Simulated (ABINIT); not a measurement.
# TiAl3 (I4/mmm) in ABINIT: convergence with k mesh

Aim: find how far k mesh must go before the results for TiAl3 settle, at PBEsol. This setting moves, with any that are tied to it; all else stays.

Everything below comes from runs of ABINIT 10.8.3 (patched build). Logs are shortened: lines on timing, memory, paths and dates and some standing lists are left out, and cuts for length are marked. The log counts tension as positive stress, the text compression.

## (1) Starting point

It takes space group I4/mmm (No. 139, tetragonal). The conventional cell has a = 3.822 Å, b = 3.822 Å, c = 8.561 Å, α = 90.00°, β = 90.00°, γ = 90.00°. Ti (site symmetry 4/mmm) has 12 Al at 2.70 to 2.87 Å as nearest neighbours. Around Al (site symmetry -4m2) lie 8 Al at 2.70 to 2.87 Å and 4 Ti at 2.87 Å. Around Al (site symmetry 4/mmm) lie 4 Ti at 2.70 Å and 8 Al at 2.87 Å.

The cell comes from a database or a generator and needn't be the stable form of this composition.

## (2) With k mesh 1 × 1 × 1

File run.abi:

```
pp_dirpath "./"
pseudos "Ti.upf, Al.upf"

acell 5.0624878778 5.0624878778 5.0624878778 Angstrom
rprim
    -0.3775034760     0.3775034760     0.8455662311
     0.3775034760    -0.3775034760     0.8455662311
     0.3775034760     0.3775034760    -0.8455662311
ntypat 2
znucl 22 13
natom 4
typat 1 2 2 2
xred
     0.0000000000     0.0000000000     0.0000000000
     0.2500000000     0.7500000000     0.5000000000
     0.7500000000     0.2500000000     0.5000000000
     0.5000000000     0.5000000000     0.0000000000

ecut 1142.878222 eV

kptopt 1
ngkpt 1 1 1
nshiftk 1
shiftk 0.0 0.0 0.0

ixc -116133

nband 15
occopt 4
tsmear 0.1 eV

nstep 100
tolvrs 1.0e-10

iomode 3
prtwf 0
prtden 0
prteig 0
prtebands 0
enunit 1
```

Potentials or basis: PseudoDojo NC SR PBEsol v0.4.1 standard.

Started as:

```bash
$ abinit run.abi > log 2>&1
```

It took 12 s on 1 thread of Arm Neoverse V1, shared host; peak memory 0.12 GiB.

It converged, with:

```yaml
Free_energy: -1797.3455 eV
Pressure: -2.5 GPa
Band_gap_on_the_k_mesh: none (metal or under the smearing width)
Valence_electrons_inside_the_program's_atomic_spheres: Ti 9.72; Al 0.91, 0.88
```

## (3) With k mesh 2 × 2 × 2

run.abi: that of step 2 with these lines changed.

```diff
@@ -21,3 +21,3 @@
 kptopt 1
-ngkpt 1 1 1
+ngkpt 2 2 2
 nshiftk 1
```

Potentials or basis: PseudoDojo NC SR PBEsol v0.4.1 standard.

Started as:

```bash
$ abinit run.abi > log 2>&1
```

Run time: 19 s. Hardware: 1 thread of Arm Neoverse V1, shared host; peak memory 0.12 GiB.

It converged, with:

```
Free energy                                           : -1804.4129 eV
Pressure                                              : -0.8 GPa
Band gap on the k mesh                                : none (metal or under the smearing width)
Valence electrons inside the program's atomic spheres : Ti 9.62; Al 0.92, 0.94
```

## (4) With k mesh 3 × 3 × 3

run.abi: that of step 3 with these lines changed.

```diff
@@ -21,3 +21,3 @@
 kptopt 1
-ngkpt 2 2 2
+ngkpt 3 3 3
 nshiftk 1
```

Started as:

```bash
$ abinit run.abi > log 2>&1
```

Run time: 40 s. Hardware: 1 thread of Arm Neoverse V1, shared host; peak memory 0.13 GiB.

The run converged. Its results:

```
Free energy                                           : -1804.5118 eV
Pressure                                              : -0.7 GPa
Band gap on the k mesh                                : none (metal or under the smearing width)
Valence electrons inside the program's atomic spheres : Ti 9.57; Al 0.93, 0.94
```

## (5) With k mesh 4 × 4 × 4

run.abi: that of step 4 with these lines changed.

```diff
@@ -21,3 +21,3 @@
 kptopt 1
-ngkpt 3 3 3
+ngkpt 4 4 4
 nshiftk 1
```

Started as:

```bash
$ abinit run.abi > log 2>&1
```

Wall time 80 s (1 thread of Arm Neoverse V1, shared host); peak memory 0.14 GiB.

The run converged. Its results:

```yaml
Free_energy: -1804.6530 eV
Pressure: -0.6 GPa
Band_gap_on_the_k_mesh: none (metal or under the smearing width)
Valence_electrons_inside_the_program's_atomic_spheres: Ti 9.56; Al 0.93, 0.94
```

## (6) With k mesh 5 × 5 × 5

run.abi: that of step 5 with these lines changed.

```diff
@@ -21,3 +21,3 @@
 kptopt 1
-ngkpt 4 4 4
+ngkpt 5 5 5
 nshiftk 1
```

Potentials or basis: PseudoDojo NC SR PBEsol v0.4.1 standard.

Started as:

```bash
$ abinit run.abi > log 2>&1
```

Wall time 1.8 min (1 thread of Arm Neoverse V1, shared host); peak memory 0.14 GiB.

Results (log left out):

| Item | Value |
| --- | --- |
| Free energy | -1804.6735 eV |
| Pressure | -0.6 GPa |
| Band gap on the k mesh | none (metal or under the smearing width) |
| Valence electrons inside the program's atomic spheres | Ti 9.56; Al 0.93, 0.94 |

## (7) With k mesh 6 × 6 × 6

run.abi: that of step 6 with these lines changed.

```diff
@@ -21,3 +21,3 @@
 kptopt 1
-ngkpt 5 5 5
+ngkpt 6 6 6
 nshiftk 1
```

Started as:

```bash
$ abinit run.abi > log 2>&1
```

It took 2.9 min on 1 thread of Arm Neoverse V1, shared host; peak memory 0.16 GiB.

Results (log left out):

* Free energy: -1804.6844 eV
* Pressure: -0.6 GPa
* Band gap on the k mesh: none (metal or under the smearing width)
* Valence electrons inside the program's atomic spheres: Ti 9.56; Al 0.93, 0.94

## (8) With k mesh 7 × 7 × 7

run.abi: that of step 7 with these lines changed.

```diff
@@ -21,3 +21,3 @@
 kptopt 1
-ngkpt 6 6 6
+ngkpt 7 7 7
 nshiftk 1
```

Started as:

```bash
$ abinit run.abi > log 2>&1
```

Wall time 4.1 min (1 thread of Arm Neoverse V1, shared host); peak memory 0.17 GiB.

Results (log left out):

* Free energy: -1804.6805 eV
* Pressure: -0.6 GPa
* Band gap on the k mesh: none (metal or under the smearing width)
* Valence electrons inside the program's atomic spheres: Ti 9.56; Al 0.93, 0.94

## (9) With k mesh 9 × 9 × 9

run.abi: that of step 8 with these lines changed.

```diff
@@ -21,3 +21,3 @@
 kptopt 1
-ngkpt 7 7 7
+ngkpt 9 9 9
 nshiftk 1
```

Potentials or basis: PseudoDojo NC SR PBEsol v0.4.1 standard.

Started as:

```bash
$ abinit run.abi > log 2>&1
```

Run time: 6.8 min. Hardware: 1 thread of Arm Neoverse V1, shared host; peak memory 0.22 GiB.

The run converged. Its results:

| Quantity | Value |
| --- | --- |
| Free energy | -1804.6774 eV |
| Pressure | -0.6 GPa |
| Band gap on the k mesh | none (metal or under the smearing width) |
| Valence electrons inside the program's atomic spheres | Ti 9.56; Al 0.93, 0.94 |

## (10) With k mesh 10 × 10 × 10

run.abi: that of step 9 with these lines changed.

```diff
@@ -21,3 +21,3 @@
 kptopt 1
-ngkpt 9 9 9
+ngkpt 10 10 10
 nshiftk 1
```

Potentials or basis: PseudoDojo NC SR PBEsol v0.4.1 standard.

Started as:

```bash
$ abinit run.abi > log 2>&1
```

run.abo:

```text
.Version 10.8.3 of ABINIT
 Symmetries : space group I4/m m m (#139); Bravais tI (body-center tetrag.)
================================================================================
 Values of the parameters that define the memory need of the present run
     intxc =       0    ionmov =       0      iscf =       7    lmnmax =       6
     lnmax =       6     mgfft =      60  mpssoang =       3    mqgrid =    3001
     natom =       4  nloc_mem =       1    nspden =       1   nspinor =       1
    nsppol =       1      nsym =      16    n1xccc =    2501    ntypat =       2
    occopt =       4   xclevel =       2
       mpw =        5516          nfft =      216000          nkpt =         102
================================================================================
================================================================================

--------------------------------------------------------------------------------
------------- Echo of variables that govern the present computation ------------
--------------------------------------------------------------------------------
 -outvars: echo values of preprocessed input variables --------
            acell      9.5667156048E+00  9.5667156048E+00  9.5667156048E+00 Bohr
              amu      4.78800000E+01  2.69815390E+01
             ecut      4.20000000E+01 Hartree
           enunit           1
                       outvar_i_n : Printing only first  50 k-points.
              ixc     -116133
                       outvar_i_n : Printing only first  50 k-points.
         kptrlatt       10    0    0      0   10    0      0    0   10
          kptrlen      7.22293679E+01
            natom           4
            nband          15
            ngfft          60      60      60
             nkpt         102
            nstep         100
             nsym          16
           ntypat           2
                       prtocc : prtvol=0, do not print more k-points.
           occopt           4
           prtden           0
        prtebands           0
           prteig           0
            prtwf           0
            rprim     -3.7750347600E-01  3.7750347600E-01  8.4556623110E-01
                       3.7750347600E-01 -3.7750347600E-01  8.4556623110E-01
                       3.7750347600E-01  3.7750347600E-01 -8.4556623110E-01
          spgroup         139
           tolvrs      1.00000000E-10
           tsmear      3.67493222E-03 Hartree
            typat      1  2  2  2
                       outvars : Printing only first  50 k-points.
           xangst      0.0000000000E+00  0.0000000000E+00  0.0000000000E+00
                       1.9111067711E+00  1.1413207662E-17  2.1403343974E+00
                       1.1413207662E-17  1.9111067711E+00  2.1403343974E+00
                      -6.4272269677E-18  3.9225603681E-17  4.2806687948E+00
            xcart      0.0000000000E+00  0.0000000000E+00  0.0000000000E+00
                       3.6114683947E+00  2.1567836700E-17  4.0446458290E+00
                       2.1567836700E-17  3.6114683947E+00  4.0446458290E+00
                      -1.2145698718E-17  7.4125648081E-17  8.0892916579E+00
             xred      0.0000000000E+00  0.0000000000E+00  0.0000000000E+00
                       2.5000000000E-01  7.5000000000E-01  5.0000000000E-01
                       7.5000000000E-01  2.5000000000E-01  5.0000000000E-01
                       5.0000000000E-01  5.0000000000E-01  8.5809901388E-18
            znucl       22.00000   13.00000

================================================================================

 chkinp: Checking input parameters for consistency.

================================================================================
== DATASET  1 ==================================================================

--- !DatasetInfo
iteration_state: {dtset: 1, }
dimensions: {natom: 4, nkpt: 102, mband: 15, nsppol: 1, nspinor: 1, nspden: 1, mpw: 5516, }
cutoff_energies: {ecut:  42.0, pawecutdg:  -1.0, }
electrons: {nelect:   2.10000000E+01, charge:   0.00000000E+00, occopt:   4.00000000E+00, tsmear:   3.67493222E-03, }
meta: {optdriver: 0, ionmov: 0, optcell: 0, iscf: 7, paral_kgb: 0, }
...

[... 83 lines left out ...]
force_length_stats: {min:   0.00000000E+00, max:   0.00000000E+00, mean:   0.00000000E+00, }
...

 Integrated electronic density in atomic spheres:
 ------------------------------------------------
 Atom  Sphere_radius  Integrated_density
    1        2.00000          9.56295584
    2        2.00000          0.93021097
    3        2.00000          0.93021097
    4        2.00000          0.94017357
================================================================================

 ----iterations are completed or convergence reached----

 Mean square residual over all n,k,spin=   92.737E-08; max=  13.708E-05
 reduced coordinates (array xred) for    4 atoms
       0.000000000000      0.000000000000      0.000000000000
       0.250000000000      0.750000000000      0.500000000000
       0.750000000000      0.250000000000      0.500000000000
       0.500000000000      0.500000000000      0.000000000000
 rms dE/dt=  0.0000E+00; max dE/dt=  0.0000E+00; dE/dt below (all hartree)
    1       0.000000000000      0.000000000000      0.000000000000
    2       0.000000000000      0.000000000000      0.000000000000
    3       0.000000000000      0.000000000000      0.000000000000
    4       0.000000000000      0.000000000000      0.000000000000

 cartesian coordinates (angstrom) at end:
    1      0.00000000000000     0.00000000000000     0.00000000000000
    2      1.91110677107736     0.00000000000000     2.14033439741039
    3      0.00000000000000     1.91110677107736     2.14033439741039
    4     -0.00000000000000     0.00000000000000     4.28066879482078

 cartesian forces (hartree/bohr) at end:
    1     -0.00000000000000    -0.00000000000000    -0.00000000000000
    2     -0.00000000000000    -0.00000000000000    -0.00000000000000
    3     -0.00000000000000    -0.00000000000000    -0.00000000000000
    4     -0.00000000000000    -0.00000000000000    -0.00000000000000
 frms,max,avg= 0.0000000E+00 0.0000000E+00   0.000E+00  0.000E+00  0.000E+00 h/b

 cartesian forces (eV/Angstrom) at end:
    1     -0.00000000000000    -0.00000000000000    -0.00000000000000
    2     -0.00000000000000    -0.00000000000000    -0.00000000000000
    3     -0.00000000000000    -0.00000000000000    -0.00000000000000
    4     -0.00000000000000    -0.00000000000000    -0.00000000000000
 frms,max,avg= 0.0000000E+00 0.0000000E+00   0.000E+00  0.000E+00  0.000E+00 e/A
 length scales=  9.566715604770  9.566715604770  9.566715604770 bohr
              =  5.062487877800  5.062487877800  5.062487877800 angstroms
 Fermi (or HOMO) energy (eV) =   8.52790   Average Vxc (eV)= -10.63850
 Eigenvalues (   eV  ) for nkpt= 102  k points:
 kpt#   1, nband= 15, wtk=  0.00100, kpt=  0.0000  0.0000  0.0000 (reduced coord)
 -47.67524  -24.09951  -24.09951  -24.02635   -1.58869    5.66663    5.89993    7.10064
   7.29820    7.29820    9.38025   10.28585   10.28585   10.76875   11.01018
 prteigrs : prtvol=0 or 1, do not print more k-points.

--- !EnergyTerms
iteration_state     : {dtset: 1, }
comment             : Components of total free energy in Hartree
kinetic             :  2.62358860877224E+01
hartree             :  1.90387672851209E+01
xc                  : -1.19721794559829E+01
Ewald energy        : -4.28273202813371E+01
psp_core            :  8.37187685929297E-01
local_psp           : -5.93023310176957E+01
non_local_psp       :  1.66922524263369E+00
internal            : -6.63207644536094E+01
'-kT*entropy'       : -3.07250591987918E-06
total_energy        : -6.63207675261153E+01
total_energy_eV     : -1.80468002128304E+03
band_energy         : -6.37790203341740E+00
...

 Cartesian components of stress tensor (hartree/bohr^3)
  sigma(1 1)=  1.90579736E-05  sigma(3 2)=  0.00000000E+00
  sigma(2 2)=  1.90579736E-05  sigma(3 1)=  0.00000000E+00
  sigma(3 3)=  2.40231367E-05  sigma(2 1)=  0.00000000E+00

-Cartesian components of stress tensor (GPa)         [Pressure= -6.0940E-01 GPa]
- sigma(1 1)=  5.60704942E-01  sigma(3 2)=  0.00000000E+00
- sigma(2 2)=  5.60704942E-01  sigma(3 1)=  0.00000000E+00
- sigma(3 3)=  7.06785082E-01  sigma(2 1)=  0.00000000E+00

== END DATASET(S) ==============================================================
================================================================================

 -outvars: echo values of variables after computation  --------
            acell      9.5667156048E+00  9.5667156048E+00  9.5667156048E+00 Bohr
           etotal     -6.6320767526E+01
            fcart     -0.0000000000E+00 -0.0000000000E+00 -0.0000000000E+00
                      -0.0000000000E+00 -0.0000000000E+00 -0.0000000000E+00
                      -0.0000000000E+00 -0.0000000000E+00 -0.0000000000E+00
                      -0.0000000000E+00 -0.0000000000E+00 -0.0000000000E+00
            rprim     -3.7750347600E-01  3.7750347600E-01  8.4556623110E-01
                       3.7750347600E-01 -3.7750347600E-01  8.4556623110E-01
                       3.7750347600E-01  3.7750347600E-01 -8.4556623110E-01
           strten      1.9057973616E-05  1.9057973616E-05  2.4023136653E-05
                       0.0000000000E+00  0.0000000000E+00  0.0000000000E+00
           xangst      0.0000000000E+00  0.0000000000E+00  0.0000000000E+00
                       1.9111067711E+00  1.1413207662E-17  2.1403343974E+00
                       1.1413207662E-17  1.9111067711E+00  2.1403343974E+00
                      -6.4272269677E-18  3.9225603681E-17  4.2806687948E+00
             xred      0.0000000000E+00  0.0000000000E+00  0.0000000000E+00
                       2.5000000000E-01  7.5000000000E-01  5.0000000000E-01
                       7.5000000000E-01  2.5000000000E-01  5.0000000000E-01
                       5.0000000000E-01  5.0000000000E-01  8.5809901388E-18
 Calculation completed.
```

It took 9.7 min on 1 thread of Arm Neoverse V1, shared host; peak memory 0.25 GiB.

What came out:

```
Free energy                                           : -1804.6800 eV
Pressure                                              : -0.6 GPa
Band gap on the k mesh                                : none (metal or under the smearing width)
Valence electrons inside the program's atomic spheres : Ti 9.56; Al 0.93, 0.94
```

## (11) Result

```csv
k mesh,energy less the tightest run (meV/atom),pressure (GPa),SCF cycles,CPU time (s),peak memory (GiB)
1 × 1 × 1,1833.63,-2.48,27,12,0.12
2 × 2 × 2,66.77,-0.83,16,19,0.12
3 × 3 × 3,42.05,-0.70,16,40,0.13
4 × 4 × 4,6.76,-0.60,17,80,0.14
5 × 5 × 5,1.63,-0.61,15,110,0.14
6 × 6 × 6,-1.08,-0.60,16,180,0.16
7 × 7 × 7,-0.12,-0.63,16,250,0.17
9 × 9 × 9,0.66,-0.59,14,410,0.22
10 × 10 × 10,0.00,-0.61,15,580,0.25
```

Against the tightest run, the energy stays within 1 meV/atom from 7 × 7 × 7 on; the pressure stays within 0.1 GPa from 3 × 3 × 3 on. Meshes of other sizes hit other points, so gaps and Fermi surfaces needn't settle smoothly. The tightest run that finished is the yardstick and may itself not be fully converged.
